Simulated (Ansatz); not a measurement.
Crystal: MnO.

```
Mn O
1.0
     0.00000    2.22391    2.22391
     2.22391    0.00000    2.22391
     2.22391    2.22391    0.00000
Mn O
1 1
Direct
  0.00000 0.00000 0.00000
  0.50000 0.50000 0.50000
```

The cell is a database's computed one.

Base run:

* Program: Ansatz 0.2.0
* Functional: r2SCAN
* Potentials or basis: Ansatz PAW
* Cutoff: 500 eV (not typed: the program's choice for these potentials)
* k mesh: 10 × 10 × 10
* Occupations: fermi-dirac, width 0.05 eV
* Spin: collinear spin, ferromagnetic start
* Starting moments: [4.0, 0.0] μB
* Hubbard terms: Mn d U = 3 eV

Its results: band gap on the k mesh 0.60 eV, indirect (least direct gap 3.10 eV); pressure 3.6 GPa; net moment 5.00 μB per cell; site moments Mn +4.32; O +0.19 μB.

Task: After a change of settings the same cell gave: band gap on the k mesh 0.78 eV, indirect (least direct gap 3.09 eV); pressure 4.7 GPa; net moment 5.00 μB per cell; site moments Mn +4.34; O +0.17 μB. Which change was it?
A. hubbard terms from Mn d U = 3 eV to none; hubbard projectors from ortho-atomic (the default) to none
B. hubbard terms from Mn d U = 3 eV to Mn d U = 4 eV
C. hubbard terms from Mn d U = 3 eV to Mn d U = 1 eV

Result: B.

Caveats: the magnetic or orbital state may not be the lowest; a cell with one magnetic atom can't hold antiferromagnetic order, which such compounds often take; the PAW data sets come from PBE, with cores solved anew for the run's functional, which leaves a small shift of forces and pressure.

Runs at the PBE level aren't shown here.
